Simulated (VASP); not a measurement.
Crystal: FeNi (Tetrataenite).

```
CELL_PARAMETERS angstrom
2.53300 0.00000 0.00000
0.00000 2.53300 0.00000
0.00000 0.00000 3.58200
ATOMIC_POSITIONS crystal
Ni 0.50000 0.50000 0.50000
Fe 0.00000 0.00000 0.00000
```

Base run:

- Program: VASP 6.6.1
- Functional: revTPSS
- Potentials or basis: VASP PAW PBE potentials, release 64 (Ni, Fe)
- Cutoff: 520 eV
- k mesh: 10 × 10 × 8
- Occupations: fermi-dirac, width 0.05 eV
- Spin: collinear spin, ferromagnetic start
- Starting moments: [1.0, 3.0] μB

Its results: pressure -10.9 GPa; net moment 3.40 μB per cell; site moments Ni +0.65; Fe +2.73 μB.

Task: The run is repeated on the same cell with these changes: functional from revTPSS to MS2. What comes out?

Result: Pressure -10.1 GPa; net moment 3.49 μB per cell; site moments Ni +0.70; Fe +2.84 μB.

Caveats: the PAW data sets were made with another functional, which shifts forces and pressure a little.
